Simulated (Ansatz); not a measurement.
A run of Ansatz 0.2.0 is set up as follows.

The input input.yaml:

```yaml
crystal:
  lattice:
    - [-1.582345, 1.582345, 1.582345]
    - [1.582345, -1.582345, 1.582345]
    - [1.582345, 1.582345, -1.582345]
  atoms:
    - { symbol: W, position: [0.0, 0.0, 0.0] }
kpoints:
  mp_grid: { grid: [12, 12, 12] }
scf:
  occupations: { method: gaussian, width: 0.05 }
hamiltonian:
  xc: lda
  pseudopotentials: { kind: all_electron, lapw: { basis_error: 0.001 } }
output:
  forces: true
  stress: true
  eigenvalues: true
```

Potentials or basis: all-electron LAPW, scalar-relativistic.

Command:

```sh
$ ansatz run input.yaml --threads 1 --pin off --max-ram 3072MiB --backend cpu --events-out ev --progress --plain --runs-dir out
```

**Question.** Estimate the band gap on the k mesh.

**Answer.** None (metal or under the smearing width).

**Question.** Estimate the pressure.

**Answer.** -9.0 GPa.

Spin-orbit coupling is left out, which matters for the levels of W.
